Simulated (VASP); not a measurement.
# CdS (Hawleyite) (F-43m) in VASP: further runs

Runs on CdS (Hawleyite). Level: PBE. Tasks: G0W0 quasiparticle levels.

All numbers are computed with VASP 6.6.1; they aren't measurements. Logs are shortened: lines on timing, memory, paths and dates and some standing lists are left out, and cuts for length are marked.

## Step 1: Starting point

Symmetry: F-43m, No. 216, cubic system. The conventional cell has a = 5.833 Å, b = 5.833 Å, c = 5.833 Å, α = 90.00°, β = 90.00°, γ = 90.00°. Around Cd (site symmetry -43m) lie 4 S at 2.53 Å. Around S (site symmetry -43m) lie 4 Cd at 2.53 Å.

## Step 2: G0W0 quasiparticle levels, PBE

Contents of POSCAR:

```
CdS
1.0
    0.0000000000      2.9165000000      2.9165000000
    2.9165000000      0.0000000000      2.9165000000
    2.9165000000      2.9165000000      0.0000000000
Cd S
1 1
Direct
    0.0000000000      0.0000000000      0.0000000000
    0.7500000000      0.7500000000      0.7500000000
```

Contents of INCAR.step1:

```
SYSTEM = CdS
PREC = Accurate
ENCUT = 450
EDIFF = 1E-8
ISMEAR = 0
SIGMA = 0.01
LREAL = .False.
LASPH = .True.
NELM = 60
ALGO = Fast
LWAVE = .True.
LCHARG = .False.
GGA = PE
```

Contents of INCAR.step2:

```
SYSTEM = CdS
PREC = Accurate
ENCUT = 450
EDIFF = 1E-8
ISMEAR = 0
SIGMA = 0.01
LREAL = .False.
LASPH = .True.
NELM = 1
ALGO = Exact
LWAVE = .True.
LCHARG = .False.
GGA = PE
NBANDS = 23
LOPTICS = .True.
ISTART = 1
```

Contents of INCAR.step3:

```
SYSTEM = CdS
PREC = Accurate
ENCUT = 450
EDIFF = 1E-8
ISMEAR = 0
SIGMA = 0.01
LREAL = .False.
LASPH = .True.
ALGO = EVGW0
LWAVE = .False.
LCHARG = .False.
GGA = PE
NELMGW = 1
NBANDS = 23
ENCUTGW = 75
NOMEGA = 48
PRECFOCK = Fast
ISTART = 1
NBANDSGW = 17
```

Contents of KPOINTS:

```
Automatic mesh
0
Gamma
  3 3 3
  0 0 0
```

Potentials or basis: VASP PAW PBE potentials, release 64 (Cd_GW, S_GW).

Started as:

```
$ cat potpaw_PBE.64/Cd_GW/POTCAR potpaw_PBE.64/S_GW/POTCAR > POTCAR
$ cp INCAR.step1 INCAR
$ mpirun -np 1 vasp_std > vasp.out
$ cp INCAR.step2 INCAR
$ mpirun -np 1 vasp_std > vasp.out
$ cp INCAR.step3 INCAR
$ mpirun -np 1 vasp_std > vasp.out
```

OUTCAR:

```text
SYSTEM = CdS
   PREC = Accurate
   ENCUT = 450
   EDIFF = 1E-8
   ISMEAR = 0
   LREAL = .False.
   LASPH = .True.
   GGA = PE
   NELMGW = 1
   ENCUTGW = 75
   PRECFOCK = Fast
   ISTART = 1

 Found      4 irreducible k-points:

 Following reciprocal coordinates:
            Coordinates               Weight
  0.000000  0.000000  0.000000      1.000000
  0.333333  0.000000  0.000000      8.000000
  0.333333  0.333333  0.000000      6.000000
 -0.333333  0.333333  0.000000     12.000000
   k-points           NKPTS =      4   k-points in BZ     NKDIM =     27   number of bands    NBANDS=     23
   number of dos      NEDOS =    301   number of ions     NIONS =      2
   total plane-waves  NPLWV =  27000
   dimension x,y,z NGX =    30 NGY =   30 NGZ =   30
   dimension x,y,z NGXF=    60 NGYF=   60 NGZF=   60
   ions per type =               1   1
   NGX,Y,Z   is equivalent  to a cutoff of  12.09, 12.09, 12.09 a.u.
   NGXF,Y,Z  is equivalent  to a cutoff of  24.18, 24.18, 24.18 a.u.
 SYSTEM =  CdS
   PREC   = accura    normal or accurate (medium, high low for compatibility)
   ISTART =      1    job   : 0-new  1-cont  2-samecut
   ICHARG =      0    charge: 1-file 2-atom 10-const
   ISPIN  =      1    spin polarized calculation?
   LNONCOLLINEAR =      F non collinear calculations
   LSORBIT =      F    spin-orbit coupling
   LASPH  =      T    aspherical Exc in radial PAW
   ENCUT  =  450.0 eV  33.07 Ry    5.75 a.u.   7.13  7.13  7.13*2*pi/ulx,y,z
   NELM   =     60;   NELMIN=  2; NELMDL=  0     # of ELM steps
   EDIFF  = 0.1E-07   stopping-criterion for ELM
   LREAL  =      F    real-space projection
   EDIFFG = 0.1E-06   stopping-criterion for IOM
   NSW    =      0    number of steps for IOM
   IBRION =     -1    ionic relax: 0-MD 1-quasi-New 2-CG
   NFREE  =      0    steps in history (QN), initial steepest desc. (CG)
   ISIF   =      0    stress and relaxation
   ISYM   =      3    0-nonsym 1-usesym 2-fastsym
   POTIM  = 0.5000    time-step for ionic-motion
   TEBEG  =    0.0;   TEEND  =   0.0 temperature during run
   PSTRESS=    0.0 pullay stress
   NELECT =      18.0000    total number of electrons
   NUPDOWN=      -1.0000    fix difference up-down
   EMIN   =  10.00;   EMAX   =-10.00  energy-range for DOS
   EFERMI =   0.00;   METHOD = LEGACY
   ISMEAR =     0;   SIGMA  =   0.01  broadening in eV -4-tet -1-fermi 0-gaus
   EFERMI_NEDOS =   21; number of points for ismear=-14 and -15
   IALGO  =     38    algorithm
   IMIX   =      4    mixing-type and parameters
     AMIX     =   0.40;   BMIX     =  1.00
     AMIX_MAG =   1.60;   BMIX_MAG =  1.00
  volume/ion in A,a.u.               =      24.81       167.41
  Fermi-wavevector in a.u.,A,eV,Ry     =   1.167599  2.206442 18.548649  1.363287
  Thomas-Fermi vector in A             =   2.304097
   LORBIT       =      0    0 simple, 1 ext, 2 COOP (PROOUT), +10 PAW based schemes
   GGA     = PE    functional components
   LHFCALC =     T    Hartree Fock is set to
   PRECFOCK=fast      Normal, Fast or Accurate (Low or Medium for compatibility)
   ENCUT4O =  -1.0   cutoff for four orbital integrals eV
   NKREDX  =     1    reduce k-point grid by
   NKREDY  =     1    reduce k-point grid by
   NKREDZ  =     1    reduce k-point grid by
   AEXX    =    1.0000 exact exchange contribution
   HFSCREEN=    0.0000 screening length (either q_TF or 0.3 A-1)
   HFSCREENC=   0.0000 screening length for correlation (either q_TF or 0.3 A-1)
   ENCUTFOCK=  -1.0 apply spherical cutoff to Coloumb kernel
   IVDW    =     0    specifies the selected vdW correction
   LEPSILON=     F    determine dielectric tensor
   LRPA    =     F    only Hartree local field effects (RPA)
   LRPAFORCE           =     F    calculate RPA forces
   ENCUTGW             =  75.0    cutoff for response function in eV
   ENCUTGWSOFT         =  60.0    soft cutoff for Coulomb kernel in GW response function in eV
   ENCUTLF             =  -1.0    cutoff for local field effects
   NELMGW              =     1    number of iterations in solving QP/BSE equation
   NELMHF              =     1    number of iterations in the inner HF iteration
   NKREDLFX            =     1    NKREDLFY  =   1   NKREDLFZ  =   1
 non-spin polarized calculation
 Gauss-broadening in eV      SIGMA  =   0.01
  energy-cutoff  :      450.00
  volume of cell :       49.62
 maximum number of plane-waves:      1089
 NGX is ok and might be reduce to    30
  NGX = 16; NGY = 16; NGZ = 16
   NGX = 15   NGY = 15   NGZ = 15
 maximum number of plane-waves:        76
 NGX is ok and might be reduce to    14

 QP shifts <psi_nk| G(iteration)W_0 |psi_nk>: iteration 1
 for sc-GW calculations column KS-energies equals QP-energies in previous step
 and V_xc(KS)=  KS-energies - (<T + V_ion + V_H > + <T+V_H+V_ion>^1  + <V_x>^1)

 k-point   1 :       0.0000    0.0000    0.0000
  band No.  KS-energies  QP-energies   sigma(KS)   V_xc(KS)     V^pw_x(r,r')   Z            occupation Imag(sigma)

      1      -9.6269      -9.4968     -12.7849     -12.9919     -20.9027       0.6286       2.0000       1.3809
      2      -5.0685      -6.2671     -16.9034     -15.1711     -22.9361       0.6919       2.0000       0.3478
      3      -5.0685      -6.2671     -16.9034     -15.1711     -22.9361       0.6919       2.0000       0.3478
      4      -5.0685      -6.2671     -16.9034     -15.1711     -22.9361       0.6919       2.0000       0.3478
      5      -4.5977      -5.9111     -17.3613     -15.4965     -23.2435       0.7043       2.0000       0.2838
      6      -4.5977      -5.9111     -17.3613     -15.4965     -23.2435       0.7043       2.0000       0.2838
      7       2.7321       2.7880     -13.7467     -13.8226     -16.9502       0.7370       2.0000       0.1607
      8       2.7321       2.7880     -13.7467     -13.8226     -16.9502       0.7370       2.0000       0.1607
      9       2.7321       2.7880     -13.7467     -13.8226     -16.9502       0.7370       2.0000       0.1607
     10       3.8353       4.7167      -8.6928      -9.8350      -5.6008       0.7717       0.0000      -0.1384
     11       9.2047      10.4600      -8.1495      -9.7897      -4.8439       0.7653       0.0000      -0.1806
     12       9.2047      10.4600      -8.1495      -9.7897      -4.8439       0.7653       0.0000      -0.1806
     13       9.2047      10.4600      -8.1495      -9.7897      -4.8439       0.7653       0.0000      -0.1806
     14      14.0797      15.6319      -8.6654     -10.7265      -4.9380       0.7531       0.0000      -0.3349
     15      14.0797      15.6319      -8.6654     -10.7265      -4.9380       0.7531       0.0000      -0.3349
     16      14.1407      15.1473      -6.5730      -7.8901      -2.3983       0.7642       0.0000      -0.4563
     17      15.9596      16.6771      -6.2855      -7.2158      -2.1079       0.7712       0.0000      -0.5554

 k-point   2 :       0.3333    0.0000    0.0000
  band No.  KS-energies  QP-energies   sigma(KS)   V_xc(KS)     V^pw_x(r,r')   Z            occupation Imag(sigma)

      1      -9.3038      -9.2029     -13.2595     -13.4192     -21.2667       0.6322       2.0000       1.2779
      2      -4.9704      -6.1861     -16.9955     -15.2476     -23.0091       0.6955       2.0000       0.3411
      3      -4.9704      -6.1861     -16.9955     -15.2476     -23.0091       0.6955       2.0000       0.3411
      4      -4.5972      -5.7639     -16.7126     -15.0458     -22.6117       0.6999       2.0000       0.3496
      5      -4.5808      -5.8965     -17.3813     -15.5181     -23.2755       0.7062       2.0000       0.2854
      6      -4.5808      -5.8965     -17.3813     -15.5181     -23.2755       0.7062       2.0000       0.2854
      7      -0.6976      -0.9214     -12.0981     -11.7845     -15.7292       0.7136       2.0000       0.2553
      8       2.1502       2.1488     -13.3391     -13.3371     -16.6002       0.7320       2.0000       0.1708
      9       2.1502       2.1488     -13.3391     -13.3371     -16.6002       0.7320       2.0000       0.1708
     10       5.6650       6.7392      -8.7509     -10.1510      -5.6155       0.7672       0.0000      -0.1486
     11       9.4214      10.4170      -8.6073      -9.9392      -5.0588       0.7475       0.0000      -0.2165
     12       9.7500      10.9579      -8.1838      -9.7714      -4.7759       0.7609       0.0000      -0.1981
     13       9.7500      10.9579      -8.1838      -9.7714      -4.7759       0.7609       0.0000      -0.1981
     14      13.6760      14.2978      -6.3405      -7.1534      -2.2385       0.7650       0.0000      -0.3997
     15      13.7010      15.0595      -8.2160     -10.0127      -4.4381       0.7561       0.0000      -0.3436
     16      13.7010      15.0595      -8.2160     -10.0127      -4.4381       0.7561       0.0000      -0.3436
     17      18.3220      20.1507      -7.9490     -10.2802      -3.6687       0.7844       0.0000      -0.8488

 k-point   3 :       0.3333    0.3333    0.0000
  band No.  KS-energies  QP-energies   sigma(KS)   V_xc(KS)     V^pw_x(r,r')   Z            occupation Imag(sigma)

      1      -9.2013      -9.1137     -13.4224     -13.5610     -21.3927       0.6322       2.0000       1.2439
      2      -4.8463      -6.0636     -16.6554     -14.9178     -22.5268       0.7006       2.0000       0.3368
      3      -4.8209      -6.0568     -17.1807     -15.4116     -23.1892       0.6986       2.0000       0.3338
      4      -4.8209      -6.0568     -17.1807     -15.4116     -23.1892       0.6986       2.0000       0.3338
      5      -4.5328      -5.8577     -17.4378     -15.5677     -23.3312       0.7085       2.0000       0.2810
      6      -4.4827      -5.6898     -16.9328     -15.2177     -22.8133       0.7038       2.0000       0.3209
      7      -0.3891      -0.5573     -12.5992     -12.3650     -16.2041       0.7180       2.0000       0.2352
      8       1.2609       1.1645     -12.7048     -12.5721     -16.0602       0.7262       2.0000       0.1913
      9       1.2609       1.1645     -12.7048     -12.5721     -16.0602       0.7262       2.0000       0.1913
     10       6.5421       7.2379      -7.9635      -8.8661      -4.7725       0.7708       0.0000      -0.1571
     11       7.1465       8.4164      -8.9553     -10.6199      -5.8313       0.7629       0.0000      -0.1584
     12      11.0721      11.9183      -7.9476      -9.0655      -4.2494       0.7570       0.0000      -0.2575
     13      11.7910      13.1591      -8.6134     -10.4478      -4.8068       0.7458       0.0000      -0.3036
     14      11.7910      13.1591      -8.6134     -10.4478      -4.8068       0.7458       0.0000      -0.3036
     15      14.5519      16.2411      -8.4712     -10.7198      -4.6778       0.7512       0.0000      -0.3500
     16      18.0285      19.2260      -6.6441      -8.1650      -2.5435       0.7874       0.0000      -0.6773
     17      18.1520      19.9733      -8.6352     -11.0075      -4.2656       0.7677       0.0000      -0.8119

 k-point   4 :      -0.3333    0.3333    0.0000
  band No.  KS-energies  QP-energies   sigma(KS)   V_xc(KS)     V^pw_x(r,r')   Z            occupation Imag(sigma)

      1      -9.0987      -9.0300     -13.6175     -13.7259     -21.5520       0.6348       2.0000       1.2075
      2      -4.8900      -6.1265     -16.9716     -15.2039     -22.9342       0.6994       2.0000       0.3358
      3      -4.8170      -6.0532     -17.1845     -15.4169     -23.1912       0.6993       2.0000       0.3321
      4      -4.6469      -5.9524     -17.2736     -15.4192     -23.1758       0.7040       2.0000       0.2950
      5      -4.5751      -5.8949     -17.3738     -15.5087     -23.2673       0.7076       2.0000       0.2849
      6      -4.0335      -5.2009     -17.2489     -15.5959     -23.1416       0.7063       2.0000       0.3160
      7      -1.2094      -1.3440     -11.7668     -11.5762     -15.5264       0.7061       2.0000       0.2913
      8       0.1577      -0.0827     -11.9188     -11.5846     -15.3180       0.7191       2.0000       0.2216
      9       1.4329       1.3579     -12.8470     -12.7438     -16.1876       0.7263       2.0000       0.1867
     10       7.1243       8.1880      -8.5155      -9.9048      -5.3100       0.7657       0.0000      -0.1618
     11       8.4693       9.6089      -9.0411     -10.5596      -5.6875       0.7504       0.0000      -0.1905
     12      10.6624      11.6111      -8.4048      -9.6630      -4.8009       0.7540       0.0000      -0.2439
     13      11.1355      12.4319      -8.3360     -10.0605      -4.6638       0.7518       0.0000      -0.2578
     14      12.5455      13.6803      -7.7286      -9.2274      -3.7826       0.7572       0.0000      -0.3529
     15      13.9670      15.4078      -8.4258     -10.3333      -4.6374       0.7553       0.0000      -0.3664
     16      17.1131      18.7579      -8.0162     -10.1620      -3.8311       0.7666       0.0000      -0.6337
     17      17.7266      19.6591      -8.5295     -11.0243      -4.1776       0.7746       0.0000      -0.7983
```

It took 24 s on 1 thread of AMD EPYC 9R45 (Zen 5), shared host; peak memory 0.3 GiB.

The run converged, but some of its settings lie outside the range that counts as converged, so its numbers aren't taken as properties of the crystal.

Results:

| Property | Result |
| --- | --- |
| Band gap on the k mesh, mean-field level | 1.10 eV, direct |
| Quasiparticle gap | 1.93 eV |
| Least direct quasiparticle gap | 1.93 eV |

Caveat: the k mesh is coarse (spacing up to 0.62 Å⁻¹), so the values aren't converged; bands, screening cutoff and mesh are small and nothing is extrapolated, so the quasiparticle values aren't converged.

(Part 1 of 2 ends here.)
